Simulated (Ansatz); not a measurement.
# Al2O3: the cost of one run

Computed with Ansatz 0.2.0 (DFT PBE+D3(BJ), scalar-relativistic, plane waves, PAW, unless a step's input says otherwise).

**1. The starting structure**

Symmetry: P-6m2, No. 187, hexagonal system. Conventional cell: a = 2.884 Å, b = 2.884 Å, c = 9.337 Å, α = 90.00°, β = 90.00°, γ = 120.00°. Al (site symmetry 3m) is surrounded by 6 O at 1.80 to 2.18 Å. O (site symmetry 3m) has 3 Al at 1.80 Å as nearest neighbours. O (site symmetry -6m2) has 6 Al at 2.18 Å as nearest neighbours.

Coordinates:

```
Al O
1.0
     2.88432    0.00000    0.00000
    -1.44216    2.49790    0.00000
     0.00000    0.00000    9.33675
Al O
2 3
Cartesian
  0.0000 0.0000 1.4004
  0.0000 0.0000 7.9363
  0.0000 1.6653 2.0757
  1.4422 0.8326 0.0000
  0.0000 1.6653 7.2610
```

Source of the structure: the Materials Project (structure only).

(A quick probe on a coarse mesh, which set the mesh and smearing, is not shown.)

**3. Full relaxation**

Input file input.yaml:

```yaml
crystal:
  lattice:
    - [2.8843249483, 0.0, 0.0]
    - [-1.4421624742, 2.497898678, 0.0]
    - [0.0, 0.0, 9.33675446]
  atoms:
    - { symbol: Al, position: [0.0, 0.0, 0.14999233] }
    - { symbol: Al, position: [0.0, 0.0, 0.85000767] }
    - { symbol: O, position: [0.33333333, 0.66666667, 0.22231692] }
    - { symbol: O, position: [0.66666667, 0.33333333, 0.0] }
    - { symbol: O, position: [0.33333333, 0.66666667, 0.77768308] }
basis:
  ecutwfc: 420
kpoints:
  mp_grid: { grid: [12, 12, 4] }
hamiltonian:
  xc: pbe
  dispersion: d3bj
scf:
  occupations: { method: gaussian, width: 0.02 }
output:
  forces: true
  stress: true
  eigenvalues: true
relax:
  adjacent_minimum: "off"
  f_tol: 0.005
  max_steps: 80
  cell: { stress_tol: 0.05 }
```

The run is started by

```sh
$ ansatz run input.yaml --threads 1 --pin off --max-ram 2560MiB --backend cpu --events-out ev --progress --plain --runs-dir out
```

**Question.** How long does this run take on 1 thread of Arm Neoverse V1, shared host, and how much memory does it need?

About 2.7 min, with a peak of 0.37 GiB.
